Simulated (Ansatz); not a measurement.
# Quasi-harmonic thermodynamics of BaTe (Fm-3m)

Wanted: α(T), C_P(T) and B(T) of BaTe in the quasi-harmonic approximation.

Program: Ansatz 0.2.0. Level of theory: DFT r2SCAN, scalar-relativistic, plane waves, PAW, in the first sound run; inputs show where later runs differ. Results are calculated unless marked as measured.

The database entry behind the starting cell differs from later determinations by our own check (about 2.5 % short), so it need not match the best structure at ambient conditions.

### 1. Starting point

The structure is cubic, space group Fm-3m (No. 225). The conventional cell has a = 6.820 Å, b = 6.820 Å, c = 6.820 Å, α = 90.00°, β = 90.00°, γ = 90.00°. Nearest to Ba lie 6 Te at 3.41 Å. Nearest to Te lie 6 Ba at 3.41 Å. Farther neighbours and most contacts between anions are not listed.

### 2. A first coarse run

A cheap single point shows whether the cell is a metal or an insulator and how far it is from rest; that sets the k-mesh and the occupations of what follows.

input.yaml reads:

```yaml
crystal:
  lattice:
    - [0.0, 3.41, 3.41]
    - [3.41, 0.0, 3.41]
    - [3.41, 3.41, 0.0]
  atoms:
    - { symbol: Ba, position: [0.0, 0.0, 0.0] }
    - { symbol: Te, position: [0.5, 0.5, 0.5] }
kpoints:
  mp_grid: { grid: [4, 4, 4] }
hamiltonian:
  xc: r2scan
scf:
  occupations: { method: gaussian, width: 0.1 }
output:
  forces: true
  stress: true
  eigenvalues: true
```

Started as:

```console
ansatz run input.yaml --threads 4 --pin off --max-ram 8192MiB --backend cpu --events-out ev --progress --plain --runs-dir out
```

Numbers of over 12 decimals in the logs are rounded to 6 here.

The log of the run:

```text
Engine: ansatz 0.2.0, aarch64-unknown-linux-gnu
Pseudopotentials: kind: paw
Pseudopotential: Ba, paw, valence charge 10, recommended cutoff 500 eV (meta_gga), Ba.paw.azcp
Pseudopotential: Te, paw, valence charge 16, recommended cutoff 500 eV (meta_gga), Te.paw.azcp
Functional definition: r2SCAN
  parameter k0 = 0.174
  parameter k1 = 0.065
  parameter a1 = 4.9479
  exchange = r2scan_x(k0 = k0, k1 = k1, a1 = a1)
  correlation = r2scan_c
Crystal: 2 atoms, lattice volume = 79.304 Å³
Basis set: ecut = 500 eV, 1989 PW (Γ), exchange–correlation on 144×144×144 points (64 copies of the dense FFT grid, shifted against one another)
Bands: 17, of which v1, the nominal top of the filled ones, is band 13 counted from 1 (12 counted from 0)
Symmetry: 48 space group operations
Space group: Fm-3m (ITA 225), of the structure as read, at distance tolerance 4.3e-5 Å
k-points: 8 of 64
Non-local potential: Ba, projectors of the file, l = 0: 3, l = 1: 2, l = 2: 2, l = 3: 2
Non-local potential: Te, projectors of the file, l = 0: 2, l = 1: 2, l = 2: 2, l = 3: 2
PAW form: soft (Blöchl's): semilocal exchange-correlation on the pseudo side does not see the compensation charge
PAW frozen core: Ba, regenerated for the run's functional (the file was generated under x = pbe(κ = 0.804, μ = 0.219515), c = pbe(β = 0.066725))
PAW frozen core: Te, regenerated for the run's functional (the file was generated under x = pbe(κ = 0.804, μ = 0.219515), c = pbe(β = 0.066725))
PAW one-centre angular grid: Ba, 302 points (default); XC on 160 Gauss nodes
PAW one-centre angular grid: Te, 590 points (default); XC on 160 Gauss nodes
Initial density: superposition of atomic densities (neutral atoms: chi_scale 0, normalization atom), corrected by the library's trained network
Initial wavefunctions: pseudopotential atomic-orbital guess
Functional: x = r2scan, c = r2scan; τ floored in thin density (d = 2e-4 eV/Å³)
SCF iter   1: F=—  HF=-12963.365548 eV  |F-HF|=—  |Δ(HF+E_count)|=         —  Δρ=3.26e-3  dr2=1.34e-2  dr2_τ=3.29e-3  ethr=1.77e-3  ⟨swp⟩=8.6  Hψ=851  notcnv=0
preconditioner: auto → none  [insulator: Δε(μ)=1.810 eV  Ē_g=12.049 eV  σ=0.100 eV  W_gap=1.00  n_scr=14 (ndim 8)  ℏωp=15.6 eV  f_vac=0.005  D(μ)=0.00/eV (n_scr^D=0)  ε∞_Penn≈2.7]
SCF iter   2: F=—  HF=-12963.415321 eV  |F-HF|=—  |Δ(HF+E_count)|=   4.98e-2  Δρ=1.34e-3  dr2=8.22e-4  dr2_τ=1.94e-4  ethr=5.15e-5  ⟨swp⟩=2.4  Hψ=299  notcnv=0
SCF iter   3: F=—  HF=-12963.415843 eV  |F-HF|=—  |Δ(HF+E_count)|=   5.23e-4  Δρ=5.82e-4  dr2=1.49e-4  dr2_τ=1.51e-5  ethr=3.16e-6  ⟨swp⟩=2.1  Hψ=237  notcnv=0
SCF iter   4: F=—  HF=-12963.416003 eV  |F-HF|=—  |Δ(HF+E_count)|=   1.59e-4  Δρ=1.72e-4  dr2=1.24e-5  dr2_τ=9.80e-7  ethr=5.72e-7  ⟨swp⟩=2.0  Hψ=192  notcnv=0
SCF iter   5: F=—  HF=-12963.416021 eV  |F-HF|=—  |Δ(HF+E_count)|=   1.86e-5  Δρ=1.47e-5  dr2=1.27e-7  dr2_τ=3.99e-9  ethr=4.78e-8  ⟨swp⟩=2.2  Hψ=204  notcnv=0
SCF iter   6: F=-12963.416021 eV  HF=-12963.416021 eV  |F-HF|=6.14e-9  |Δ(HF+E_count)|=   2.19e-7  Δρ=3.22e-6  dr2=5.88e-9  dr2_τ=6.92e-10  ethr=3.85e-10  ⟨swp⟩=6.8  Hψ=707  notcnv=0
SCF 1 converged in 6 iterations: F = -12963.416021 eV  dr2 = 5.88e-9
  greatest PAW one-centre occupation: 0.997 electrons in one spin orbital (limit 2), on the Te atom at site 1 (counted from 0), in its partial waves of l = 2
SCF converged after 6 iterations
Free energy (F): -12963.416021 eV
Harris-Foulkes:  -12963.416021 eV  (|F-HF|=6.14e-9)
Internal energy: -12963.416021 eV  (E = F + TS)
E sigma→0 (E₀):  -12963.416021 eV
Fermi energy:    7.911246 eV
--- Per-component energies (eV) ---
  E_band       = -328.328418
  E_kinetic    = 351.945524
  E_local      = -1764.328749  (includes V_loc(G=0)·N_el)
  E_nonlocal   = -253.926670
  E_hartree    = 1006.910516
  E_xc         = -274.361196
  E_vxc        = -261.655646  (∫ρ·V_xc dr)
  E_paw        = -9938.762602  (= ΣΔE_a)
  E_vpaw       = -428.058439  (= ΣTr[D̂ρ^β])
  E_aug_tail   = -0.000038  (compensation charges beyond the density's cutoff)
  E_vtau       = 13.875494  (kinetic-family band-sum trace: ∫τ·v_τ [+ j·A + Jᵃ·Aᵃ] dr)
  E_ewald      = -2091.248078
  E_core_change = 0.355271  (= ΣΔE_core)
  E_smearing   = -0.000000  (= −TS)
  E_closure    = -0.000000  (closes the sum)
  Σ components = -12963.416021   (vs F -12963.416021, Δ=0.00e0)
--- Forces (eV/Å), atoms counted from 1 ---
  atom   1  Ba    -0.00000000     0.00000000    -0.00000000
  atom   2  Te     0.00000000     0.00000000     0.00000000
  max |Σ_I F_I| component: 3.15e-29 eV/Å
--- Stress (GPa, compression-positive) ---
        4.111562       0.000000       0.000000
        0.000000       4.111562       0.000000
       -0.000000      -0.000000       4.111562
  P = ⅓ Tr σ = 4.1116 GPa (41.116 kbar)
--- Band table (eV; the first three rows and the last of 8) ---
  k-point 0: bands = [... 9 lower, -2.9099, 7.0242, 7.0242, 7.0242, 10.3934, 10.3934, 10.3934, 11.0535]
  k-point 1: bands = [... 9 lower, -2.3641, 5.6243, 6.3031, 6.3031, 10.6132, 11.1795, 11.1795, 12.8233]
  k-point 2: bands = [... 9 lower, -1.8762, 4.6636, 5.8020, 5.8020, 11.7126, 12.5693, 12.6877, 12.6877]
  k-point 7: bands = [... 9 lower, -2.3659, 5.6648, 6.1121, 6.1121, 10.9826, 10.9826, 12.7653, 13.1372]
```

The job ended after 0.91 s (4 threads of Arm Neoverse V2, shared host; peak memory 0.52 GiB; 2.9 s of CPU time).

A gap read on the k-mesh alone can miss the band edges.

Numbers from this step:

```yaml
pressure: 4.112 GPa
gap_on_the_k_mesh: 1.774 eV
volume_per_atom: 39.65 Å³
```

The start is under 4.1 GPa at this level and looks like an insulator or semiconductor on this mesh.

### 3. Relaxation

Phonons are second derivatives about a minimum, so cell and atoms are relaxed first, inside the symmetry of the start.

input.yaml, the sections that differ from step 2:

```yaml
kpoints:
  mp_grid: { grid: [8, 8, 8] }
scf:
  occupations: { method: gaussian, width: 0.02 }
output:
  forces: true
  stress: true
  eigenvalues: true
  write_density: true
  write_potential: true
  elf: true
  volumetric_format: npy
relax:
  adjacent_minimum: "off"
  f_tol: 0.005
  max_steps: 80
  cell: { stress_tol: 0.05 }
# crystal, hamiltonian: as in step 2
```

The log of the run:

```text
[...]
Crystal: 2 atoms, lattice volume = 79.304 Å³
Basis set: ecut = 500 eV, 1989 PW (Γ), exchange–correlation on 144×144×144 points (64 copies of the dense FFT grid, shifted against one another)
Bands: 17, of which v1, the nominal top of the filled ones, is band 13 counted from 1 (12 counted from 0)
Symmetry: 48 space group operations
[...]
k-points: 29 of 512
[...]
SCF iter   1: F=—  HF=-12963.373663 eV  |F-HF|=—  |Δ(HF+E_count)|=         —  Δρ=3.19e-3  dr2=1.23e-2  dr2_τ=3.26e-3  ethr=1.77e-3  ⟨swp⟩=9.2  Hψ=3261  notcnv=0
[...]
SCF iter   6: F=-12963.424568 eV  HF=-12963.424568 eV  |F-HF|=6.78e-9  |Δ(HF+E_count)|=   2.11e-7  Δρ=3.31e-6  dr2=6.28e-9  dr2_τ=7.38e-10  ethr=3.85e-10  ⟨swp⟩=10.7  Hψ=3782  notcnv=0
SCF 1 converged in 6 iterations: F = -12963.424568 eV  dr2 = 6.28e-9
[...]
relax step   1: F+E_penalty+E_count = -12963.42456821 eV  Δ(F+E_penalty+E_count) = +0.000e0 eV  max|allowed force component| = 1.785e-29 eV/Å  Δτ_max = 0.0000 Å  P = +4.047 GPa  Ω = 79.304 Å³  (6 SCF iters, dr2 threshold 1.00e-7 eV, accepted)
Crystal: 2 atoms, lattice volume = 89.865 Å³
Basis set: ecut = 500 eV, 2277 PW (Γ), exchange–correlation on 144×144×144 points (64 copies of the dense FFT grid, shifted against one another)
[...]
iter 1 solved again at ethr=1.04e-4 eV; its pass at ethr=3.10e-3 eV (dr2=2.70e-2 eV) is discarded
[...]
SCF iter   6: F=-12963.521603 eV  HF=-12963.521603 eV  |F-HF|=1.46e-11  |Δ(HF+E_count)|=   6.58e-8  Δρ=1.08e-6  dr2=1.32e-9  dr2_τ=9.56e-11  ethr=1.18e-10  ⟨swp⟩=6.3  Hψ=3176  notcnv=0
SCF 2 converged in 6 iterations: F = -12963.521603 eV  dr2 = 1.32e-9
relax step   2: F+E_penalty+E_count = -12963.52160293 eV  Δ(F+E_penalty+E_count) = -9.703e-2 eV  max|allowed force component| = 1.039e-29 eV/Å  Δτ_max = 0.0000 Å  P = -0.591 GPa  Ω = 89.865 Å³  energy of the carried Pulay correction = -4.724e-4 eV  (6 SCF iters, dr2 threshold 2.00e-7 eV, accepted)
Crystal: 2 atoms, lattice volume = 88.365 Å³
Basis set: ecut = 500 eV, 2229 PW (Γ), exchange–correlation on 144×144×144 points (64 copies of the dense FFT grid, shifted against one another)
[...]
SCF iter   4: F=-12963.524939 eV  HF=-12963.524939 eV  |F-HF|=4.07e-8  |Δ(HF+E_count)|=   4.89e-6  Δρ=6.91e-6  dr2=3.81e-8  dr2_τ=1.93e-9  ethr=7.69e-10  ⟨swp⟩=9.6  Hψ=4303  notcnv=0
SCF 3 converged in 4 iterations: F = -12963.524939 eV  dr2 = 3.81e-8
relax step   3: F+E_penalty+E_count = -12963.52493937 eV  Δ(F+E_penalty+E_count) = -3.336e-3 eV  max|allowed force component| = 1.086e-29 eV/Å  Δτ_max = 0.0000 Å  P = -0.100 GPa  Ω = 88.365 Å³  energy of the carried Pulay correction = -4.089e-4 eV  (4 SCF iters, dr2 threshold 2.00e-7 eV, accepted)
[...]
relax step   4: F+E_penalty+E_count = -12963.52504353 eV  Δ(F+E_penalty+E_count) = -1.042e-4 eV  max|allowed force component| = 8.973e-30 eV/Å  Δτ_max = 0.0000 Å  P = +0.003 GPa  Ω = 88.065 Å³  energy of the carried Pulay correction = -3.961e-4 eV  (4 SCF iters, dr2 threshold 2.51e-8 eV, accepted)
Basis set: ecut = 500 eV, 2229 PW (Γ), exchange–correlation on 160×160×160 points (64 copies of the dense FFT grid, shifted against one another)
[...]
SCF iter   6: F=-12963.525582 eV  HF=-12963.525582 eV  |F-HF|=5.46e-12  |Δ(HF+E_count)|=  4.20e-10  Δρ=2.92e-8  dr2=1.90e-13  dr2_τ=1.49e-13  ethr=1.00e-12  ⟨swp⟩=5.9  Hψ=2162  notcnv=0
SCF 5 converged in 6 iterations: F = -12963.525582 eV  dr2 = 1.90e-13
relax step   5: F+E_penalty+E_count = -12963.52558248 eV  Δ(F+E_penalty+E_count) = -5.389e-4 eV  max|allowed force component| = 7.889e-30 eV/Å  Δτ_max = 0.0000 Å  P = +0.008 GPa  Ω = 88.065 Å³  stress off target by 8.42e-3 GPa  SCF on the basis re-selected at this cell (its energy is not comparable with the rows above)  (6 SCF iters)
basis re-selected at this cell: Δ(F+E_penalty+E_count) = -5.389e-4 eV, ΔP = +0.005 GPa vs the last step (what re-selecting the basis moved, of the pressure what is left beyond the Pulay correction that the steps carried, after the strain that the cell walked since its last selection, with what the two solves' SCF thresholds leave and, on support functions, any second-order correction that the steps lacked; it is no measure of the basis error at this ecutwfc). The dense FFT grid was sized anew with the basis: this SCF ran on 40×40×40 points, the steps before it on 36×36×36, so part of this shift can come from that change (see relax.cell in the input reference). [rest of the remark cut]
SCF converged after 6 iterations
Free energy (F): -12963.525582 eV
[...]
Internal energy: -12963.525582 eV  (E = F + TS)
E sigma→0 (E₀):  -12963.525582 eV
Fermi energy:    6.902952 eV
[...]
--- Stress (GPa, compression-positive) ---
        0.008416      -0.000000      -0.000000
       -0.000000       0.008416      -0.000000
       -0.000000      -0.000000       0.008416
  P = ⅓ Tr σ = 0.0084 GPa (0.084 kbar)
--- Band table (eV; the first three rows and the last of 29) ---
  k-point 0: bands = [... 9 lower, -3.8033, 5.9019, 5.9019, 5.9019, 9.3326, 9.3326, 9.3326, 9.4470]
  k-point 1: bands = [... 9 lower, -3.6959, 5.4527, 5.7023, 5.7023, 9.3439, 9.5224, 9.5224, 10.0531]
  k-point 2: bands = [... 9 lower, -3.4466, 4.6589, 5.3136, 5.3136, 9.4879, 10.0342, 10.0342, 11.2614]
  k-point 28: bands = [... 9 lower, -3.4089, 4.7308, 5.0246, 5.0246, 9.8382, 9.8382, 11.3197, 11.5878]
--- Relaxed structure (4 steps of the walk, 4 accepted, 1 SCFs on fresh bases) ---
  F+E_penalty+E_count = -12963.52558248 eV   max|allowed force component| = 7.889e-30 eV/Å   (the final SCF, on the basis selected at the relaxed cell)
  cell:  # Å, volume = 88.0653 Å³
    - [0, 3.531221, 3.531221]
    - [3.531221, 0, 3.531221]
    - [3.531221, 3.531221, 0]
  atoms:
    - { symbol: Ba, position: [0, 0, 0] }
    - { symbol: Te, position: [0.5, 0.5, 0.5] }
```

Wall time 9.2 s (4 threads); peak memory 0.69 GiB; 34 s of CPU time.

Step by step:

```tsv
step	energy less that of the first step (eV)	largest force component (eV/Å)	pressure (GPa)	volume (Å³)
1	0.0000	0.0000	4.05	79.30
2	-0.0970	0.0000	-0.59	89.87
3	-0.1004	0.0000	-0.10	88.37
4	-0.1005	0.0000	0.00	88.07
5*	-0.1010	0.0000	0.01	88.07
```

Relaxation steps marked * repeat the geometry before them on a plane-wave basis chosen anew for their cell, so energy and pressure can jump there.

Forces are held to the 48 operations that the run works with; a distortion that breaks them can't arise in this run.

```tsv
conventional cell, symmetrised	before	after	change
a (Å)	6.820	7.062	+3.6 %
b (Å)	6.820	7.062	+3.6 %
c (Å)	6.820	7.062	+3.6 %
volume (Å³/atom)	39.65	44.03	+11.0 %
```

Final coordinates:

```
Ba Te
1.0
     0.00000    3.53122    3.53122
     3.53122    0.00000    3.53122
     3.53122    3.53122    0.00000
Ba Te
1 1
Direct
  0.00000 0.00000 0.00000
  0.50000 0.50000 0.50000
```

This step gave:

```
pressure          : 0.008416 GPa
gap on the k-mesh : 2.002 eV
volume per atom   : 44.03 Å³
```

ELF in the ac plane of the conventional cell at fractional y = 0.000, with atoms of Ba and Te within 0.2 Å of it. It is the smooth field of the valence electrons, not physical close to the nuclei.

Values, 10 rows by 16 columns, each cell a mean:
```
0.45 0.78 0.71 0.19 0.42 0.69 0.48 0.22 0.17 0.37 0.64 0.60 0.17 0.51 0.82 0.55
0.61 0.50 0.22 0.06 0.29 0.64 0.69 0.64 0.62 0.67 0.69 0.45 0.09 0.13 0.41 0.58
0.39 0.37 0.31 0.16 0.07 0.15 0.22 0.28 0.29 0.25 0.18 0.08 0.09 0.25 0.35 0.39
0.55 0.63 0.71 0.52 0.12 0.20 0.57 0.73 0.74 0.66 0.36 0.08 0.34 0.70 0.68 0.58
0.09 0.30 0.61 0.61 0.18 0.56 0.82 0.40 0.26 0.70 0.75 0.22 0.43 0.68 0.43 0.13
0.17 0.37 0.64 0.60 0.17 0.51 0.82 0.55 0.45 0.78 0.71 0.19 0.42 0.69 0.48 0.22
0.62 0.67 0.69 0.45 0.09 0.13 0.41 0.58 0.61 0.50 0.22 0.06 0.29 0.64 0.69 0.64
0.29 0.25 0.18 0.08 0.09 0.25 0.35 0.39 0.39 0.37 0.31 0.16 0.07 0.15 0.22 0.28
0.74 0.66 0.36 0.08 0.34 0.70 0.68 0.58 0.55 0.63 0.71 0.52 0.12 0.20 0.57 0.73
0.26 0.70 0.75 0.22 0.43 0.68 0.43 0.13 0.09 0.30 0.61 0.61 0.18 0.56 0.82 0.40
```
Columns run along a (7.1 Å), rows up along c (7.1 Å), edges of the conventional cell, whose origin can differ from the input's. Atoms in or near the plane, at fractional coordinates: Ba at (0.00, 0.00), Ba at (0.50, 0.50), Te at (0.50, 0.00), Te at (0.00, 0.50).

Valence density in the ac plane of the conventional cell at fractional y = 0.000, with atoms of Ba and Te within 0.2 Å of it. It is the smooth field of the valence electrons, not physical close to the nuclei.

Values in e/Å³, 10 rows by 16 columns, each cell a mean:
```
 1  1  1  0  0  0  1  6  7  2  0  0  0  0  1  1
 1  0  0  0  0  0  0  0  0  0  0  0  0  0  0  0
 0  0  0  0  0  0  0  0  0  0  0  0  0  0  0  0
 1  0  0  0  0  0  0  1  1  1  0  0  0  0  0  1
11  3  1  0  0  0  1  1  1  1  1  0  0  0  2  8
 7  2  0  0  0  0  1  1  1  1  1  0  0  0  1  6
 0  0  0  0  0  0  0  0  1  0  0  0  0  0  0  0
 0  0  0  0  0  0  0  0  0  0  0  0  0  0  0  0
 1  1  0  0  0  0  0  1  1  0  0  0  0  0  0  1
 1  1  1  0  0  0  2  8 11  3  1  0  0  0  1  1
```
Columns run along a (7.1 Å), rows up along c (7.1 Å), edges of the conventional cell, whose origin can differ from the input's. Atoms in or near the plane, at fractional coordinates: Ba at (0.00, 0.00), Ba at (0.50, 0.50), Te at (0.50, 0.00), Te at (0.00, 0.50).

Electrostatic potential energy in the ac plane of the conventional cell at fractional y = 0.000, with atoms of Ba and Te within 0.2 Å of it. With pseudopotentials it is smooth inside the atoms' cores, unlike the true potential.

Ten even steps from '0' (-35 eV) to '9' (27 eV), each cell a mean:
```
00246664599845665300
01356765456446766420
34566776544567776643
66667777666677777666
66777777766677777766
66777776666666777766
45677766533456677654
64467664210135676545
98456653000025666459
99456653000014666469
96466664100025676548
44567765321246677644
56677766555566777766
67777776666667777776
66677777766777777766
55667777666667776655
22466776444456776532
00256765488646666410
00146664699945665300
```
Columns run along a (7.1 Å; values clipped at the 3rd and 97th percentile), rows up along c (7.1 Å), edges of the conventional cell, whose origin can differ from the input's. Atoms in or near the plane, at fractional coordinates: Ba at (0.00, 0.00), Ba at (0.50, 0.50), Te at (0.50, 0.00), Te at (0.00, 0.50).

The relaxation ends with a pressure of 0.01 GPa.

### 4. A second relaxation

The relaxation is run once more from where the first one ended, as the script does after a large change of volume or of the gap, with mesh and occupations reviewed.

input.yaml, the sections that differ from step 3:

```yaml
crystal:
  lattice:
    - [0.0, 3.5312210603, 3.5312210603]
    - [3.5312210603, 0.0, 3.5312210603]
    - [3.5312210603, 3.5312210603, 0.0]
  atoms:
    - { symbol: Ba, position: [0.0, 0.0, 0.0] }
    - { symbol: Te, position: [0.5, 0.5, 0.5] }
output:
  forces: true
  stress: true
  eigenvalues: true
# kpoints, hamiltonian, scf, relax: as in step 3
```

The log of the run:

```text
[...]
Crystal: 2 atoms, lattice volume = 88.065 Å³
Basis set: ecut = 500 eV, 2229 PW (Γ), exchange–correlation on 160×160×160 points (64 copies of the dense FFT grid, shifted against one another)
Bands: 17, of which v1, the nominal top of the filled ones, is band 13 counted from 1 (12 counted from 0)
Symmetry: 48 space group operations
[...]
k-points: 29 of 512
[...]
k-point 28: bands = [... 9 lower, -3.4089, 4.7308, 5.0246, 5.0246, 9.8382, 9.8382, 11.3197, 11.5878]
--- Relaxed structure (1 steps of the walk, 1 accepted, 1 SCFs on fresh bases) ---
[...]
cell:  # Å, volume = 88.0653 Å³
    - [0.0, 3.5312210603, 3.5312210603]
    - [3.5312210603, 0.0, 3.5312210603]
    - [3.5312210603, 3.5312210603, 0.0]
  atoms:
    - { symbol: Ba, position: [0.0, 0.0, 0.0] }
    - { symbol: Te, position: [0.5, 0.5, 0.5] }
[key lines of the parts left out:]
SCF converged after 5 iterations
Free energy (F): -12963.525582 eV
Fermi energy:    6.902952 eV
P = ⅓ Tr σ = 0.0084 GPa (0.084 kbar)
```

The job ended after 3.9 s (4 threads; peak memory 0.69 GiB).

Little changed from the start: no atom moved by 0.005 Å and no cell edge by 0.1 %.

This step gave:

- pressure: 0.008418 GPa

### 5. Tight relaxation

The relaxation is repeated with tighter thresholds on force and stress, since phonons are sensitive to what is left; a change of mesh or smearing in the input moves the cell too.

input.yaml, the sections that differ from step 4:

```yaml
scf:
  occupations: { method: fixed }
relax:
  adjacent_minimum: "off"
  f_tol: 0.001
  max_steps: 60
  cell: { stress_tol: 0.01 }
# crystal, kpoints, hamiltonian, output: as in step 4
```

The log of the run:

```text
[...]
Crystal: 2 atoms, lattice volume = 88.065 Å³
Basis set: ecut = 500 eV, 2229 PW (Γ), exchange–correlation on 160×160×160 points (64 copies of the dense FFT grid, shifted against one another)
Bands: 17, of which v1, the nominal top of the filled ones, is band 13 counted from 1 (12 counted from 0)
Symmetry: 48 space group operations
[...]
k-points: 29 of 512
[...]
k-point 28: bands = [... 9 lower, -3.4089, 4.7308, 5.0246, 5.0246, 9.8382, 9.8382, 11.3197, 11.5878]
--- Relaxed structure (1 steps of the walk, 1 accepted, 1 SCFs on fresh bases) ---
[...]
cell:  # Å, volume = 88.0653 Å³
    - [0.0, 3.5312210603, 3.5312210603]
    - [3.5312210603, 0.0, 3.5312210603]
    - [3.5312210603, 3.5312210603, 0.0]
  atoms:
    - { symbol: Ba, position: [0.0, 0.0, 0.0] }
    - { symbol: Te, position: [0.5, 0.5, 0.5] }
[key lines of the parts left out:]
SCF converged after 6 iterations
Free energy (F): -12963.525582 eV
Fermi energy:    5.901867 eV
P = ⅓ Tr σ = 0.0084 GPa (0.084 kbar)
```

Wall time 3.9 s (4 threads); peak memory 0.69 GiB; 14 s of CPU time.

Little changed from the start: no atom moved by 0.005 Å and no cell edge by 0.1 %.

This step gave:

| Item | Value |
| --- | --- |
| pressure | 0.008416 GPa |

The residual pressure is 0.0084 GPa, small enough for phonons.

[end of part 1 of 3]

[Logs are printed without paths, hosts, clocks, repeated set-up lines and the standing remarks that a program may print on its own settings, such as how far it seeks lower states.]

[Hosts, paths, dates, database ids (printed as entryN), source tags and the programs' standing remarks are cut or masked in the printed files.]

[A step with changed settings may run another functional than the one named; its input shows which.]

[Pressures of single members of a volume series are the stress at the run's cutoff; with an incomplete basis they can lie off −dE/dV of the same runs, and they are not shown converged.]
